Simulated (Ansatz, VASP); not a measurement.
## One calculation of Al2Cu, two programs

```
Al Cu
1.0
     4.08421    0.00000    0.00000
     0.00000    4.08421    0.00000
     0.00000    0.00000    2.84589
Al Cu
2 1
Direct
  0.50000 0.00520 0.50000
  0.00000 0.47779 0.50000
  0.00000 0.00722 0.00000
```

Change from the starting cell: mode 4 frozen in at +0.000 Å and mode 9 at -0.091 Å (largest displacements).

Alike in both runs: task single point; functional PBEsol; k mesh 10 × 10 × 14; occupations gaussian, width 0.15 eV; no spin polarisation.

|  | VASP | Ansatz |
| --- | --- | --- |
| version | VASP 6.6.1 | Ansatz 0.2.0 |
| potentials or method | VASP PAW PBE potentials, release 64 (Al, Cu) | scalar-relativistic, plane waves, PAW |
| plane-wave cutoff (eV) | 520 | 520 |
| valence electrons in the cell | 17 | 25 |

Ansatz gave:

```
gap on the k mesh at the Fermi level (eV)       : none
pressure (GPa)                                  : 0.8
largest component of the traceless stress (GPa) : 0.41
rms of the force components (eV/Å)              : 0.488
```

Q: Estimate VASP's values.

A: gap on the k mesh at the Fermi level (eV): none; pressure (GPa): 0.9; largest component of the traceless stress (GPa): 0.42; rms of the force components (eV/Å): 0.491.

Atom by atom the forces differ by 0.003 eV/Å (rms over components). A gap of «none» marks a metal or a gap that the smearing closes. The functional is the same, so the differences come from potentials, cutoffs and numerics. The two sets of potentials don't hold the same shells in valence. Ansatz warned: «pseudo_functional_mismatch».

Caveats: the PAW data sets were made with another functional, which shifts forces and pressure a little (VASP).
